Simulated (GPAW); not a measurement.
Input of a GPAW 26.7.0 run:

The input run.py:

```python
from ase import Atoms
from ase.dft.bandgap import bandgap
from ase.io import write
from ase.units import GPa
from gpaw import GPAW, PW

atoms = Atoms(['Cl', 'Cl', 'Cl', 'Cl'],
              cell=[[3.145, -2.25, 0.0],
                    [3.145, 2.25, 0.0],
                    [0.0, 0.0, 8.21]],
              scaled_positions=[[0.37, 0.63, 0.4],
                                [0.13, 0.87, 0.9],
                                [0.63, 0.37, 0.6],
                                [0.87, 0.13, 0.1]],
              pbc=True)

calc = GPAW(mode=PW(500),
            xc='PBE',
            kpts={'size': (6, 6, 3), 'gamma': True},
            occupations={'name': 'fermi-dirac', 'width': 0.05},
            nbands=26,
            maxiter=120,
            txt='gpaw.txt')
atoms.calc = calc
energy = atoms.get_potential_energy()
forces = atoms.get_forces()
stress = atoms.get_stress()
calc.write('gs.gpw')
write('result.traj', atoms)
print(f'Energy: {energy:.6f} eV')
print('Forces (eV/A):')
print(forces.round(4))
print('Stress (GPa):', (stress / GPa).round(3))
print('Fermi level:', round(calc.get_fermi_level(), 4), 'eV')
print(f'Gap: {bandgap(calc)[0]:.4f} eV, direct: {bandgap(calc, direct=True)[0]:.4f} eV')
```

Potentials or basis: GPAW PAW data sets (gpaw-data 1.2.1), pw.

Run with:

```console
$ OMP_NUM_THREADS=1 python run.py
```

Question: What does it give for the pressure?

Answer: 0.5 GPa.

Question: Predict the largest force.

Answer: 0.136 eV/Å.

Question: Predict the band gap on the k mesh.

Answer: 2.49 eV, indirect (least direct gap 2.55 eV).

Forces on the atoms (eV/Å):
```
Cl   0.000 -0.017 -0.134
Cl   0.000  0.016 -0.135
Cl   0.000  0.017  0.134
Cl   0.000 -0.016  0.135
```

Caveat: the cutoff is short for stress and forces, so pressures can be off by a GPa or more; an odd mesh through Γ misses points on the zone boundary, where band edges often lie.
